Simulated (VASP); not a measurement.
# Be2C (Fm-3m) in VASP: further runs, part 2 of 2

VASP 6.6.1. Earlier steps stand in the parts before.

### Step 3. Relaxation of cell and atoms, PBE

Contents of INCAR:

```
SYSTEM = Be2C
  PREC = Accurate
  ENCUT = 600
  EDIFF = 1E-7
  ISMEAR = 0
  SIGMA = 0.02
  LREAL = .FALSE.
  LASPH = .TRUE.
  NELM = 60
  ALGO = Normal
  ISIF = 3
  LWAVE = .FALSE.
  LCHARG = .FALSE.
  GGA = PE
  IBRION = 2
  NSW = 100
  EDIFFG = -0.005
```

Contents of KPOINTS:

```
regular mesh
0
G
  12 12 12
  0 0 0
```

Contents of POSCAR:

```
Be2C
1.0
    0.0000000000      2.1650000000      2.1650000000
    2.1650000000      0.0000000000      2.1650000000
    2.1650000000      2.1650000000      0.0000000000
Be C
2 1
Direct
    0.2500000000      0.2500000000      0.2500000000
    0.7500000000      0.7500000000      0.7500000000
    0.0000000000      0.0000000000      0.0000000000
```

Potentials or basis: VASP PAW PBE potentials, release 64 (Be, C).

Launch:

```
$ cat potpaw_PBE.64/Be/POTCAR potpaw_PBE.64/C/POTCAR > POTCAR
$ mpirun -np 1 vasp_std > vasp.out
```

OUTCAR:

```text
SYSTEM = Be2C
   PREC = Accurate
   ENCUT = 600
   EDIFF = 1E-7
   ISMEAR = 0
   LREAL = .FALSE.
   LASPH = .TRUE.
   NELM = 60
   ISIF = 3
   GGA = PE
   IBRION = 2
   NSW = 100
   EDIFFG = -0.005

 ion  position               nearest neighbor table
   1  0.250  0.250  0.250-   3 1.87   3 1.87   3 1.87   3 1.87   2 2.17   2 2.17   2 2.17   2 2.17
                             2 2.17   2 2.17
   2  0.750  0.750  0.750-   3 1.87   3 1.87   3 1.87   3 1.87   1 2.17   1 2.17   1 2.17   1 2.17
                             1 2.17   1 2.17
   3  0.000  0.000  0.000-   2 1.87   2 1.87   2 1.87   1 1.87   2 1.87   1 1.87   1 1.87   1 1.87

  LATTYP: Found a face centered cubic cell.
 ALAT       =     4.3300000000

  Lattice vectors:

 A1 = (   0.0000000000,   2.1650000000,   2.1650000000)
 A2 = (   2.1650000000,   0.0000000000,   2.1650000000)
 A3 = (   2.1650000000,   2.1650000000,   0.0000000000)

Analysis of symmetry for initial positions (statically):
=====================================================================
 Subroutine PRICEL returns:
 Original cell was already a primitive cell.

 Routine SETGRP: Setting up the symmetry group for a
 face centered cubic supercell.

 Subroutine GETGRP returns: Found 48 space group operations
 (whereof 48 operations were pure point group operations)
 out of a pool of 48 trial point group operations.

The static configuration has the point symmetry O_h .

Analysis of symmetry for dynamics (positions and initial velocities):
=====================================================================
 Subroutine PRICEL returns:
 Original cell was already a primitive cell.

 Routine SETGRP: Setting up the symmetry group for a
 face centered cubic supercell.

 Subroutine GETGRP returns: Found 48 space group operations
 (whereof 48 operations were pure point group operations)
 out of a pool of 48 trial point group operations.

[... 121 lines left out ...]
     AMIX     =   0.40;   BMIX     =  1.00
     AMIX_MAG =   1.60;   BMIX_MAG =  1.00
  volume/ion in A,a.u.               =       6.77        45.65
  Fermi-wavevector in a.u.,A,eV,Ry     =   1.200338  2.268310 19.603432  1.440812
  Thomas-Fermi vector in A             =   2.336177
   LORBIT       =      0    0 simple, 1 ext, 2 COOP (PROOUT), +10 PAW based schemes
   GGA     = PE    functional components
   LHFCALC =     F    Hartree Fock is set to
   AEXX    =    0.0000 exact exchange contribution
   IVDW    =     0    specifies the selected vdW correction
   LEPSILON=     F    determine dielectric tensor
   LRPA    =     F    only Hartree local field effects (RPA)
 conjugate gradient relaxation of ions
 non-spin polarized calculation
 Gauss-broadening in eV      SIGMA  =   0.02
  energy-cutoff  :      600.00
  volume of cell :       20.30
 maximum number of plane-waves:       700
   NGX = 13   NGY = 13   NGZ = 13

 number of electron       8.0000000 magnetization

 Free energy of the ion-electron system (eV)
  ---------------------------------------------------
  ext. energy  EPLUGINS =         0.00000000
  ---------------------------------------------------
  free energy    TOTEN  =       -17.45703112 eV

  energy without entropy =      -17.45703112  energy(sigma->0) =      -17.45703112

 E-fermi :   7.8417     XC(G=0): -11.4363

 val. band max:        7.7232447023   @ k =   0.0000   0.0000   0.0000
 cond. band min:       8.8808444912   @ k =   0.5000   0.5000   0.0000
 fundamental gap:      1.1575997889
 Fermi energy:         7.8416818068

 k-point     1 :       0.0000    0.0000    0.0000
  band No.  band energies     occupation
      1      -7.3123      2.00000
      2       7.7232      2.00000
      3       7.7232      2.00000
      4       7.7232      2.00000
      5      11.8507      0.00000
      6      11.8507      0.00000
      7      11.8507      0.00000
      8      14.4676      0.00000
[... 243 lines left out ...]
 k-point    24 :      -0.4167    0.1667    0.0000
  band No.  band energies     occupation
      1      -4.2173      2.00000
      2      -0.5205      2.00000
      3       4.0935      2.00000
      4       5.1877      2.00000
      5      12.4480      0.00000
      6      14.4856      0.00000
      7      16.0583      0.00000
      8      18.4595      0.00000

 [... further k-points ...]
[... 5 lines left out ...]
  --------------------------------------------------------------------------------------
  -------------------------------------------------------------------------------------
  Total        0.0055058      0.0055058      0.0055058      0.0000000     -0.0000000      0.0000000
  in kB        0.4346355      0.4346355      0.4346355      0.0000000     -0.0000000      0.0000000
  external PRESSURE =       0.4346355 kB  Pullay stress =       0.0000000 kB

 VOLUME and BASIS-vectors are now :
 -----------------------------------------------------------------------------
  energy-cutoff  :      600.00
  volume of cell :       20.30
      direct lattice vectors                 reciprocal lattice vectors
     0.000000000  2.165000000  2.165000000    -0.230946882  0.230946882  0.230946882
     2.165000000  0.000000000  2.165000000     0.230946882 -0.230946882  0.230946882
     2.165000000  2.165000000  0.000000000     0.230946882  0.230946882 -0.230946882

 POSITION                                       TOTAL-FORCE (eV/Angst)
 -----------------------------------------------------------------------------------
      1.08250      1.08250      1.08250        -0.000000     -0.000000     -0.000000
      3.24750      3.24750      3.24750         0.000000      0.000000      0.000000
      0.00000      0.00000      0.00000         0.000000     -0.000000     -0.000000
 -----------------------------------------------------------------------------------
    total drift:                               -0.000000     -0.000000      0.000000

  FREE ENERGIE OF THE ION-ELECTRON SYSTEM (eV)
  ---------------------------------------------------
  free  energy   TOTEN  =       -17.4570311195 eV

  energy  without entropy=      -17.4570311195  energy(sigma->0) =      -17.45703112

 reached required accuracy - stopping structural energy minimisation
```

CONTCAR:

```text
Be2C
   1.00000000000000
     0.0000000000000000    2.1650000000000000    2.1650000000000000
     2.1650000000000000    0.0000000000000000    2.1650000000000000
     2.1650000000000000    2.1650000000000000    0.0000000000000000
  Be              C
     2     1
Direct
     0.2500000000000000    0.2500000000000000    0.2500000000000000
     0.7500000000000000    0.7500000000000000    0.7500000000000000
     0.0000000000000000    0.0000000000000000    0.0000000000000000

  0.00000000E+00  0.00000000E+00  0.00000000E+00
  0.00000000E+00  0.00000000E+00  0.00000000E+00
  0.00000000E+00  0.00000000E+00  0.00000000E+00
```

Run time: 4.7 s. Hardware: 1 thread of Intel Xeon 6975P-C (Granite Rapids), shared host; peak memory 0.14 GiB.

Results:

- Free energy: -17.4570 eV
- Pressure after relaxing: 0.0 GPa
- Band gap on the k mesh: 1.16 eV, indirect (least direct gap 4.13 eV)

Final structure:
```cif
data_structure
_symmetry_space_group_name_H-M 'P 1'
_symmetry_Int_Tables_number 1
_cell_length_a 3.0618
_cell_length_b 3.0618
_cell_length_c 3.0618
_cell_angle_alpha 60.000
_cell_angle_beta 60.000
_cell_angle_gamma 60.000
_cell_volume 20.30
loop_
_atom_site_label
_atom_site_type_symbol
_atom_site_fract_x
_atom_site_fract_y
_atom_site_fract_z
_atom_site_occupancy
Be1 Be 0.25000 0.25000 0.25000 1
Be2 Be 0.75000 0.75000 0.75000 1
C1 C 0.00000 0.00000 0.00000 1
```

Caveat: the relaxation stopped at its first step, so nothing moved.

### Step 4. Single point, PBE

Contents of INCAR:

```
PREC = Accurate ; ENCUT = 520
EDIFF = 1E-6 ; ISMEAR = 0
SIGMA = 0.1 ; LREAL = F
LASPH = T ; NELM = 100
ALGO = Normal ; ISIF = 2
LWAVE = F ; LCHARG = F
GGA = PE ; NBANDS = 11
```

Contents of KPOINTS:

```
regular mesh
0
Gamma
  8 8 8
```

POSCAR is that of step 3.

Potentials or basis: VASP PAW PBE potentials, release 64 (Be, C).

Launch:

```
$ cat potpaw_PBE.64/Be/POTCAR potpaw_PBE.64/C/POTCAR > POTCAR
$ mpirun -np 1 vasp_std > vasp.out
```

OUTCAR:

```text
PREC = Accurate
   ENCUT = 520
   EDIFF = 1E-6
   ISMEAR = 0
   LREAL = F
   LASPH = T
   NELM = 100
   ISIF = 2
   GGA = PE

 ion  position               nearest neighbor table
   1  0.250  0.250  0.250-   3 1.87   3 1.87   3 1.87   3 1.87   2 2.17   2 2.17   2 2.17   2 2.17
                             2 2.17   2 2.17
   2  0.750  0.750  0.750-   3 1.87   3 1.87   3 1.87   3 1.87   1 2.17   1 2.17   1 2.17   1 2.17
                             1 2.17   1 2.17
   3  0.000  0.000  0.000-   2 1.87   2 1.87   2 1.87   1 1.87   2 1.87   1 1.87   1 1.87   1 1.87

  LATTYP: Found a face centered cubic cell.
[... 525 lines left out ...]
     10      21.4187      0.00000
     11      25.0932      0.00000

 [... further k-points ...]
[... 5 lines left out ...]
  --------------------------------------------------------------------------------------
  -------------------------------------------------------------------------------------
  Total        0.0212635      0.0212635      0.0212635     -0.0000000      0.0000000      0.0000000
  in kB        1.6785816      1.6785816      1.6785816     -0.0000000      0.0000000      0.0000000
  external PRESSURE =       1.6785816 kB  Pullay stress =       0.0000000 kB

 VOLUME and BASIS-vectors are now :
 -----------------------------------------------------------------------------
  energy-cutoff  :      520.00
  volume of cell :       20.30
      direct lattice vectors                 reciprocal lattice vectors
     0.000000000  2.165000000  2.165000000    -0.230946882  0.230946882  0.230946882
     2.165000000  0.000000000  2.165000000     0.230946882 -0.230946882  0.230946882
     2.165000000  2.165000000  0.000000000     0.230946882  0.230946882 -0.230946882

 POSITION                                       TOTAL-FORCE (eV/Angst)
 -----------------------------------------------------------------------------------
      1.08250      1.08250      1.08250        -0.000000     -0.000000     -0.000000
      3.24750      3.24750      3.24750         0.000000      0.000000      0.000000
      0.00000      0.00000      0.00000         0.000000     -0.000000      0.000000
 -----------------------------------------------------------------------------------
    total drift:                               -0.000000      0.000000      0.000000

  FREE ENERGIE OF THE ION-ELECTRON SYSTEM (eV)
  ---------------------------------------------------
  free  energy   TOTEN  =       -17.4553058210 eV

  energy  without entropy=      -17.4553058210  energy(sigma->0) =      -17.45530582
```

OSZICAR:

```text
N       E                     dE             d eps       ncg     rms          rms(c)
DAV:   1     0.310014520375E+01    0.31001E+01   -0.39699E+03   638   0.668E+02
DAV:   2    -0.177394146683E+02   -0.20840E+02   -0.18626E+02   796   0.115E+02
DAV:   3    -0.185562380514E+02   -0.81682E+00   -0.81314E+00   883   0.181E+01
DAV:   4    -0.185603092795E+02   -0.40712E-02   -0.40683E-02   752   0.133E+00
DAV:   5    -0.185603257955E+02   -0.16516E-04   -0.16516E-04   802   0.784E-02    0.535E+00
DAV:   6    -0.175164606223E+02    0.10439E+01   -0.30896E+00   665   0.833E+00    0.211E+00
DAV:   7    -0.174644711766E+02    0.51989E-01   -0.18530E-01   772   0.292E+00    0.127E+00
DAV:   8    -0.174554920196E+02    0.89792E-02   -0.11247E-02   698   0.117E+00    0.215E-01
DAV:   9    -0.174553023455E+02    0.18967E-03   -0.27757E-04   779   0.104E-01    0.122E-01
DAV:  10    -0.174553062890E+02   -0.39435E-05   -0.15501E-04   762   0.832E-02    0.115E-02
DAV:  11    -0.174553059317E+02    0.35731E-06   -0.19868E-05   771   0.230E-02    0.294E-03
DAV:  12    -0.174553058210E+02    0.11068E-06   -0.80850E-07   382   0.638E-03
   1 F= -.17455306E+02 E0= -.17455306E+02  d E =-.126351E-10
```

stdout:

```text
POSCAR found type information on POSCAR BeC
 POSCAR found :  2 types and       3 ions
 scaLAPACK will be used
 LDA part: xc-table for (Slater+PW92), standard interpolation
 POSCAR, INCAR and KPOINTS ok, starting setup
 FFT: planning ... GRIDC
 FFT: planning ... GRID_SOFT
 FFT: planning ... GRID
 WAVECAR not read
 entering main loop
```

Run time: 3.4 s. Hardware: 1 thread of Intel Xeon 6975P-C (Granite Rapids), shared host; peak memory 0.13 GiB.

Results:

* Free energy: -17.4553 eV
* Pressure: 0.2 GPa
* Band gap on the k mesh: 1.16 eV, indirect (least direct gap 4.13 eV)

Levels at points of the mesh, in eV from the valence-band top:
```csv
k point,band 1,band 2,band 3,band 4,band 5,band 6,band 7,band 8,band 9
"(0.00, 0.00, 0.00)",-15.04,0.00,0.00,0.00,4.13,4.13,4.13,6.74,13.16
"(0.50, 0.00, 0.00)",-12.17,-8.72,-1.83,-1.83,5.00,5.00,7.00,9.81,14.50
"(0.50, 0.50, 0.00)",-11.42,-6.77,-4.72,-4.72,1.16,5.72,13.24,13.24,15.30
```

### Step 5. The runs side by side

| task | cell | k mesh | cutoff (eV) | smearing | gap on the mesh (eV) | pressure (GPa) |
| --- | --- | --- | --- | --- | --- | --- |
| single point | Fm-3m, 6.76 Å³/atom | 12 × 12 × 12 | 520 | gaussian 0.02 eV | 1.16 | 0.4 |
| relaxation of cell and atoms | relaxed | 12 × 12 × 12 | 600 | gaussian 0.02 eV | 1.16 | 0.0 |
| single point | Fm-3m, 6.77 Å³/atom | 8 × 8 × 8 | 520 | gaussian 0.1 eV | 1.16 | 0.2 |

Alike in all rows: level PBE; potentials or basis VASP PAW PBE potentials, release 64 (Be, C); no spin polarisation.

Caveats: the relaxation stopped at its first step, so nothing moved (some runs).

Total energies depend on the potentials used, so only differences within one code and one set of settings carry meaning.
